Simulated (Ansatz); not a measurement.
**Relaxing Cu**

The calculation used DFT PBEsol, scalar-relativistic, plane waves, PAW (Ansatz 0.2.0). Run with 420 eV cutoff, 22×22×22 k-mesh, Gaussian smearing of 0.10 eV, no spin polarisation.

What was changed: relaxed at 40 GPa.

Command:

```bash
ansatz run input.yaml --threads 1 --pin off --max-ram 2560MiB --backend cpu --events-out ev --progress --plain --runs-dir out
```

Input:

```yaml
crystal:
  lattice:
    - [0.0, 1.6859876129, 1.6859876129]
    - [1.6859876129, 0.0, 1.6859876129]
    - [1.6859876129, 1.6859876129, 0.0]
  atoms:
    - { symbol: Cu, position: [0.0, 0.0, 0.0] }
basis:
  ecutwfc: 420
kpoints:
  mp_grid: { grid: [22, 22, 22] }
hamiltonian:
  xc: pbesol
scf:
  occupations: { method: gaussian, width: 0.1 }
output:
  forces: true
  stress: true
  eigenvalues: true
relax:
  adjacent_minimum: "off"
  f_tol: 0.008
  max_steps: 50
  cell: { stress_tol: 0.08, p_target: 40.0 }
```

F is the free energy. Steps run on the plane waves of an earlier cell, but the last one, and at times one on the way, on a freshly chosen basis, so a repeated geometry can differ a little in energy. The relaxation lowers the enthalpy F + PV at the target pressure, so F itself can rise.

Steps:

```json
{"step": "1", "F − F(1) (eV)": "0.0000", "largest force component (eV/Å)": "0.000", "V (Å³/atom)": "9.585", "P (GPa)": "42.19"}
{"step": "2", "F − F(1) (eV)": "-0.0085", "largest force component (eV/Å)": "0.000", "V (Å³/atom)": "9.618", "P (GPa)": "40.98"}
{"step": "3", "F − F(1) (eV)": "-0.0152", "largest force component (eV/Å)": "0.000", "V (Å³/atom)": "9.645", "P (GPa)": "40.01"}
{"step": "4", "F − F(1) (eV)": "-0.0153", "largest force component (eV/Å)": "0.000", "V (Å³/atom)": "9.645", "P (GPa)": "40.00"}
```

Relaxed structure:

```
CELL_PARAMETERS angstrom
0.00000 1.68947 1.68947
1.68947 0.00000 1.68947
1.68947 1.68947 0.00000
ATOMIC_POSITIONS crystal
Cu 0.00000 0.00000 0.00000
```

The structure is cubic, space group Fm-3m (No. 225). Conventional cell: a = 3.379 Å, b = 3.379 Å, c = 3.379 Å, α = 90.00°, β = 90.00°, γ = 90.00°. Cu (site symmetry m-3m) is surrounded by 12 Cu at 2.39 Å.

The run converged. Time: 16 s on 1 thread of Arm Neoverse V1 (shared host), peak memory 0.33 GiB.